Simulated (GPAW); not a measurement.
The system is Sn.

```
Sn
1.0
     0.00000    3.23334    3.23334
     3.23334    0.00000    3.23334
     3.23334    3.23334    0.00000
Sn
2
Cartesian
  4.8500 4.8500 4.8500
  3.2333 3.2333 3.2333
```

This isn't the form of Sn at room conditions, which is tetragonal (white tin).

Base run:

- Program: GPAW 26.7.0
- Functional: PBE
- Potentials or basis: GPAW PAW data sets (gpaw-data 1.2.1)
- Cutoff: 450 eV
- Basis: pw
- k mesh: 6 × 6 × 6
- Occupations: fermi-dirac, width 0.05 eV
- Spin: no spin polarisation

Its results: pressure 2.2 GPa.

Task: The run is repeated on the same cell with these changes: potentials or basis from GPAW PAW data sets (gpaw-data 1.2.1) to JTH PAW 2.0, PBE; cutoff from 450 eV to 600 eV. What comes out?

Result: Pressure 3.6 GPa.

Caveats: the cutoff is short for stress and forces, so pressures can be off by a GPa or more (some runs); the program truncates these outside data sets (some runs).
